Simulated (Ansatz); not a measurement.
Runs of Ansatz 0.2.0 on MoS2. It takes space group R-3m (No. 166, trigonal). The conventional cell has a = 3.171 Å, b = 3.171 Å, c = 18.345 Å, α = 90.00°, β = 90.00°, γ = 120.00°. Mo (site symmetry -3m) is surrounded by 6 S at 2.39 Å. S (site symmetry 3m) has 3 Mo at 2.39 Å as nearest neighbours. Measurements of this composition are mostly on another form, of space group No. 194.

```tsv
task	potentials or basis	k mesh	cutoff (eV)	smearing	basis error allowed	mesh quality	gap on the mesh (eV)	pressure (GPa)	largest force (eV/Å)
elastic constants	all-electron LAPW, scalar-relativistic	8 × 8 × 8	263	fermi-dirac 0.05 eV	0.002 eV/atom	coarse	none	-1.7	-
phonons	all-electron LAPW, scalar-relativistic	10 × 10 × 10	263	fermi-dirac 0.05 eV	0.002 eV/atom	not flagged	none	-	0.76
single point	all-electron LAPW, scalar-relativistic	6 × 6 × 6	246	fermi-dirac 0.03 eV	0.002 eV/atom	coarse	none	2.9	(a)
density of states	all-electron PAW datasets made for the crystal	10 × 10 × 10	300	fermi-dirac 0.05 eV	-	not flagged	none	2.9	0.76
```

Alike in all rows: level PBEsol; no spin polarisation; cell as given.

Problem. Fill in the values left out.

Solution. (a) 0.70.

Caveats: some runs use coarse meshes; the cell's inner coordinates are idealised or old, which leaves forces on the atoms; the k mesh is thin for a metal, which can move the energy by tens of meV per atom (some runs); a metal's response needs a denser mesh (some runs); elastic constants of metals need much finer meshes, so these are rough (some runs); the program warned that the printed levels may be off, so bands, gaps and densities of states are rough (some runs).

A k mesh can miss the band edges, and the runs leave out spin-orbit coupling on Mo.

A gap of «none» marks a metal or a gap under the smearing width.

The runs don't all hold the same shells in valence.
